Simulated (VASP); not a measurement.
A run of VASP 6.6.1 is set up as follows.

Contents of INCAR:

```
PREC     = Accurate       # precision mode
ENCUT    = 600            # plane-wave cutoff, eV
EDIFF    = 1E-7           # SCF threshold, eV
ISMEAR   = 1              # smearing method
SIGMA    = 0.1            # smearing width, eV
LREAL    = F              # projectors in reciprocal space
LASPH    = T              # aspherical terms in the spheres
NELM     = 80             # most SCF steps
ALGO     = Normal         # electronic algorithm
ISIF     = 3              # what is computed and relaxed
LWAVE    = F              # write WAVECAR
LCHARG   = F              # write CHGCAR
GGA      = CA             # functional
IBRION   = 2              # ionic algorithm
NSW      = 90             # ionic steps
EDIFFG   = -0.005         # ionic threshold
```

Contents of KPOINTS:

```
regular mesh
0
Gamma
  16 16 16
```

POSCAR

```
Pt                                      
1.0
   -0.0000000000      1.9483942426      1.9483942426
    1.9483942426      0.0000000000      1.9483942426
    1.9483942426      1.9483942426      0.0000000000
  Pt            
     1
Direct
     1.0000000000000000    1.0000000000000000    0.0000000000000000
```

Potentials or basis: VASP PAW LDA potentials, release 64 (Pt).

The run is started by

```bash
$ cat potpaw_LDA.64/Pt/POTCAR > POTCAR
$ mpirun -np 1 vasp_std > vasp.out
```

Question: What does it give for the band gap on the k mesh?

Answer: None (metal or under the smearing width).

Final structure:
```
CELL_PARAMETERS angstrom
0.00000 1.94839 1.94839
1.94839 0.00000 1.94839
1.94839 1.94839 0.00000
ATOMIC_POSITIONS crystal
Pt 0.00000 0.00000 0.00000
```

Caveat: the relaxation stopped at its first step, so nothing moved. Spin-orbit coupling is left out, which matters for the levels of Pt.
